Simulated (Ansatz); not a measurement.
The system is BeTe.

```
Te Be
1.0
     0.00000    2.77000    2.77000
     2.77000    0.00000    2.77000
     2.77000    2.77000    0.00000
Te Be
1 1
Cartesian
  4.1550 4.1550 4.1550
  0.0000 0.0000 0.0000
```

Program: Ansatz 0.2.0. Alike in all runs: cell as given; cutoff (eV) 227; basis error allowed 0.001 eV/atom.

Order these runs on this cell by their band gap on the k mesh, lowest first.
A. level PBE; potentials or basis all-electron LAPW, relativistic spinors; spin SOC, no magnetisation; k mesh 6 × 6 × 6; smearing fermi-dirac 0.05 eV
B. level BLYP; potentials or basis all-electron LAPW, scalar-relativistic; spin off; k mesh 8 × 8 × 8; smearing fermi-dirac 0.05 eV
C. level PBE; potentials or basis all-electron LAPW, scalar-relativistic; spin off; k mesh 8 × 8 × 8; smearing gaussian 0.012 eV

A (1.57 eV), C (1.86 eV), B (2.14 eV).

Caveats: spin-orbit coupling is left out, which moves the levels of the heavy elements (some runs).

A k mesh can miss the band edges.
